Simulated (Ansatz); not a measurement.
Write the native input for Ansatz 0.2.0 that does the following.

| Quantity | Value |
| --- | --- |
| Task | relaxation of cell and atoms |
| Functional | BLYP |
| Dispersion | D4 |
| Potentials or basis | Ansatz PAW |
| Cutoff | 420 eV (not typed: the program's choice for these potentials) |
| k mesh | 10 × 10 × 2 |
| Occupations | fermi-dirac, width 0.05 eV |
| Spin | no spin polarisation |

Slab: MoS2, a slab with vacuum.

```xyz
6
Lattice="3.1845 0.0000 0.0000 -1.5923 2.7579 0.0000 0.0000 0.0000 21.6705" Properties=species:S:1:pos:R:3 pbc="T T T"
Mo    0.0000    1.8386   18.4451
Mo    1.5923    0.9193    3.2254
S     1.5923    0.9193   16.8949
S     0.0000    1.8386    1.6741
S     1.5923    0.9193   19.9965
S     0.0000    1.8386    4.7756
```

One way to write it, as run:

input.yaml

```yaml
crystal:
  lattice:
    - [3.184541456, 0.0, 0.0]
    - [-1.592270728, 2.7578938003, 0.0]
    - [0.0, 0.0, 21.67053472]
  atoms:
    - { symbol: Mo, position: [0.3333333333, 0.6666666667, 0.85116023] }
    - { symbol: Mo, position: [0.6666666667, 0.3333333333, 0.14883977] }
    - { symbol: S, position: [0.6666666667, 0.3333333333, 0.77962539] }
    - { symbol: S, position: [0.3333333333, 0.6666666667, 0.077251] }
    - { symbol: S, position: [0.6666666667, 0.3333333333, 0.922749] }
    - { symbol: S, position: [0.3333333333, 0.6666666667, 0.22037461] }
hamiltonian:
  xc: blyp
  pseudopotentials: { kind: paw }
  dispersion: d4
kpoints:
  mp_grid: { grid: [10, 10, 2] }
scf:
  occupations: { method: fermi_dirac, width: 0.05 }
output:
  forces: true
  stress: true
relax:
  f_tol: 0.01
  max_steps: 40
  cell: { stress_tol: 0.05 }
```

Potentials or basis: Ansatz PAW.

The run is started by

```console
$ ansatz run input.yaml --threads 2 --pin off --max-ram 5632MiB --backend cpu --events-out ev --progress --plain --runs-dir out
```

It gave:

| Quantity | Value |
| --- | --- |
| Relaxed volume | 31.20 Å³/atom |
| Relaxed cell | a = 3.198 Å, b = 3.198 Å, c = 21.134 Å, α = 90.00°, β = 90.00°, γ = 120.00° |
| Space group after relaxing (to 0.05 Å) | P-3m1 (No. 164) |
| Energy gained by relaxing | 14.1 meV/atom |
| Ionic steps | 6 |
| Band gap on the k mesh | 1.14 eV |

Caveat: the plane-wave basis is chosen anew once the cell has moved, so the energies of steps on either side of that aren't comparable; the PAW data sets come from PBE, with cores solved anew for the run's functional, which leaves a small shift of forces and pressure.

Run time: 64 s on 2 threads of Intel(R) Xeon(R) Processor @ 2.50GHz (Skylake/Cascade Lake) (shared host), peak memory 0.55 GiB.
